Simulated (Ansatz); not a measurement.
SiC (P6_3mc), ideal shear of a crystal plane

Theory: DFT r2SCAN, scalar-relativistic, plane waves, PAW (Ansatz 0.2.0). The runs took a 500 eV cutoff, a Γ-centred 8×8×3 mesh and Gaussian smearing (0.05 eV). No spin polarisation. Energies are free energies at this smearing, counted from the undisturbed cell; pressure is positive in compression.

The undisturbed cell (as given, not relaxed at this level; it stands at 0.2 GPa):

```yaml
crystal:
  lattice:
    - [-3.07600, 0.00000, 0.00000]
    - [-1.53800, -2.66389, 0.00000]
    - [0.00000, 0.00000, 10.09600]
  atoms:
    - { symbol: Si, position: [0.33333, 0.33333, 0.65375] }
    - { symbol: Si, position: [0.33333, 0.33333, 0.15375] }
    - { symbol: Si, position: [0.66667, 0.66667, 0.90375] }
    - { symbol: Si, position: [0.66667, 0.66667, 0.40375] }
    - { symbol: C, position: [0.33333, 0.33333, 0.84625] }
    - { symbol: C, position: [0.33333, 0.33333, 0.34625] }
    - { symbol: C, position: [0.66667, 0.66667, 0.09625] }
    - { symbol: C, position: [0.66667, 0.66667, 0.59625] }
```

The cut lies on the cell's a–b face, a (0 0 1) plane (indices in the standard cell, whose axes needn't be the Cartesian ones shown) of area 8.19 Å², between layers 1.94 Å apart. Vector c is tilted by f times 1·a + 0·b (length 3.076 Å) with the atoms' Cartesian places fixed: one unrelaxed fault a cell. The traction is dγ/du, the slope of γ against the slip u in Å. Some rows repeat others by symmetry and weren't run.

| f | γ (mJ/m²) | traction (GPa) |
| --- | --- | --- |
| 0.0000 | 0 | 0.0 |
| 0.1000 | 304 | 19.6 |
| 0.2000 | 1182 | 36.6 |
| 0.3000 | 2461 | 44.4 |
| 0.4000 | 3725 | 34.0 |
| 0.5000 | 4300 | 0.0 |
| 0.6000 | 3725 | -34.0 |
| 0.7000 | 2461 | -44.4 |
| 0.8000 | 1182 | -36.6 |
| 0.9000 | 304 | -19.6 |

Read off the first barrier and the stress needed to climb it, and compare with Frenkel's sinusoid.

The first sampled maximum lies at f = 0.500, a slip of 1.54 Å, with γ ≈ 4300 mJ/m², which stands in for the unstable fault energy γ_us, and the steepest sampled slope before it is 44.4 GPa. A sinusoid γ = γ_us sin²(πu/λ) with its maximum there has λ = 3.08 Å and a largest slope πγ_us/λ = 43.9 GPa (1 mJ/m² per Å = 0.01 GPa). The stand-in is too high: the stress and forces give a traction of 15.4 GPa across the line at this point, so it is no saddle, and slip that bends off the line crosses lower.

Is there a metastable fault on this line?

Apart from points where γ returns to about zero, no local minimum shows among the samples, so at this sampling the line offers no fault for a dislocation to split on; a fault can still lie off the line.

The cut is rigid; relaxing the faces lowers these energies and usually the stresses. The start isn't at rest at this level: it stands under 0.2 GPa with forces up to 0.77 eV/Å, so these aren't the figures of the relaxed crystal.

Cost: 6 runs of about 6.6 core-minutes in all, on Intel Xeon Processor @ 2.50GHz (Skylake/Cascade Lake) (shared hosts).